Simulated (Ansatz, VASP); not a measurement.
InP: VASP beside Ansatz

INCAR

```
  PREC = Accurate
  ENCUT = 520
  EDIFF = 1E-7
  ISMEAR = -1
  SIGMA = 0.05
  LREAL = F
  LASPH = T
  NELM = 60
  ALGO = Normal
  ISIF = 2
  LWAVE = F
  LCHARG = F
  GGA = RP
  IVDW = 13
  NBANDS = 16
```

KPOINTS

```
regular mesh
0
Gamma
  8 8 8
```

POSCAR

```
InP
1.0
    0.0000000000      2.8706770916      2.8706770916
    2.8706770916      0.0000000000      2.8706770916
    2.8706770916      2.8706770916      0.0000000000
In P
1 1
Direct
    0.0000000000      0.0000000000      0.0000000000
    0.7500000000      0.7500000000      0.7500000000
```

The input input.yaml:

```yaml
crystal:
  lattice:
    - [0.0, 2.8706770916, 2.8706770916]
    - [2.8706770916, 0.0, 2.8706770916]
    - [2.8706770916, 2.8706770916, 0.0]
  atoms:
    - { symbol: In, position: [0.0, 0.0, 0.0] }
    - { symbol: P, position: [0.75, 0.75, 0.75] }
hamiltonian:
  xc: rpbe
  pseudopotentials: { kind: paw }
  dispersion: d4
kpoints:
  mp_grid: { grid: [8, 8, 8] }
scf:
  occupations: { method: fermi_dirac, width: 0.05 }
output:
  forces: true
  stress: true
  eigenvalues: true
```

Alike in both runs: task single point; functional RPBE; dispersion D4; k mesh 8 × 8 × 8; occupations fermi-dirac, width 0.05 eV; no spin polarisation.

|  | VASP | Ansatz |
| --- | --- | --- |
| version | VASP 6.6.1 | Ansatz 0.2.0 |
| potentials or method | VASP PAW PBE potentials, release 64 (In_d, P) | Ansatz PAW |
| plane-wave cutoff (eV) | 520 | 420 |
| valence electrons in the cell | 18 | 18 |

```tsv
	VASP	Ansatz	Ansatz less VASP
gap on the k mesh at the Fermi level (eV)	1.18	1.19	+0.007
least direct gap on the mesh (eV)	1.18	1.19	+0.007
pressure (GPa)	5.6	5.7	+0.09
dispersion energy (meV/atom)	-649.9	-650.1	-0.16
```

Caveats: spin-orbit coupling is left out, which moves the levels of the heavy elements; the PAW data sets were made with another functional, which shifts forces and pressure a little (VASP); the PAW data sets come from PBE, with cores solved anew for the run's functional, which leaves a small shift of forces and pressure (Ansatz).
